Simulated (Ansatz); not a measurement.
GeO2 (alpha-quartz type, space group P3_121)

```yaml
crystal:
  lattice:
    - [4.99075, 0.00000, 0.00000]
    - [-2.49537, 4.32211, 0.00000]
    - [0.00000, 0.00000, 5.69189]
  atoms:
    - { symbol: Ge, position: [0.45119, 0.00000, 0.33333] }
    - { symbol: Ge, position: [0.00000, 0.45119, 0.66667] }
    - { symbol: Ge, position: [0.54881, 0.54881, 0.00000] }
    - { symbol: O, position: [0.39422, 0.30471, 0.24566] }
    - { symbol: O, position: [0.69529, 0.08951, 0.57899] }
    - { symbol: O, position: [0.91049, 0.60578, 0.91233] }
    - { symbol: O, position: [0.08951, 0.69529, 0.42101] }
    - { symbol: O, position: [0.30471, 0.39422, 0.75434] }
    - { symbol: O, position: [0.60578, 0.91049, 0.08767] }
```

The slice is a (1 -1 0 0) plane (indices of the conventional cell) through the point (0.910, 0.606, 0.912) (fractional), spanned by u = [110] and v = [001] in vectors of this cell: u (4.99 Å) and v (5.69 Å, at 90° to u). It covers one period; positions are fractions (u, v).

The numbers are results of PBEsol (plane waves to 420 eV, PAW, scalar-relativistic; Ansatz, a quantum-chemistry and plane-wave program), not measurements. k mesh 8×8×6. Near the nuclei the fields are pseudised (PAW); where an atom keeps semicore shells as valence, they peak there. GeO2 was relaxed with its symmetry unable to fall.

### Question
Predict the map of the electrostatic potential energy of an electron, from the cell's mean on the slice.

### Answer
```
|xxxx #@@@@@@@@%%##*++==: xxx|
|xxxx=#%@@@@@@@@%%##*++=- xxx|
|xxx +#%@@@@@@@@@%%#**++=: xx|
|   -+#%%@@@@@@@@%%##*++-:   |
|  .-+*#%%@@@@@@@@%%#*+=-.   |
|  .-+*#%%%@@@@@@@@%#*+=:    |
|   :=*##%%@@@@@@@@%#*+-.    |
|   :=*##%%%%%@@@@%%#*+-.    |
|   :=*##%%%%%%%%%%%#*+-.    |
|  .-+*##############*+=:    |
| .:-=+*###*++++**###**+-:   |
|:::  -++*+=--:--=+****+=-:::|
|:.xxxx ===:     :-+****++==-|
|-xxxxxx :.       .-+******+=|
|:xxxxxx           .=+*####*+|
|:xxxxxxx           :+*###%#*|
|+xxxxxx      x     .=*##%%%#|
|#.xxxxx     xxx    .=*#%%%@%|
|%#-   .     xxx    .=*#%%@@@|
|@%##*+-.     x     .=*#%%@@@|
|@@@%#*+-           .=*##%%@@|
|@@@@%#*=.          :+*##%%%@|
|@@@@%%#+-.        :-+**##%%@|
|@@@@@%#*+-:     .:-=++**##%%|
|%@@@@%%#*+=------==+++++*##%|
|%%@@@@%%##*+++++++++===++*##|
|*##%@@@%%%###****++==-===+++|
|  =#%@@@@%%%###**++=------. |
|xxx:#@@@@@@%%%##*++=----: xx|
|xxxx+%@@@@@@%%%#**+=---: xxx|
|xxxx #@@@@@@@%%##*+==--: xxx|
|xxxx #@@@@@@@@%%#*++==-: xxx|
```
Scale: ten equal steps from 0.00 (start of ' ') to 8.27 (end of '@'), in the order ' .:-=+*#%@'. Values: electrostatic potential energy of an electron, from the cell's mean, in eV. The map has 28 points along u (one character each, u = 0 at the left) and 32 along v (v = 0 in the bottom row). Points within 0.7 Å of a nucleus are blanked (x), as the pseudised field means little there. Values under 0 eV are set to 0. The zero, the cell's mean, hangs on the PAW cores.
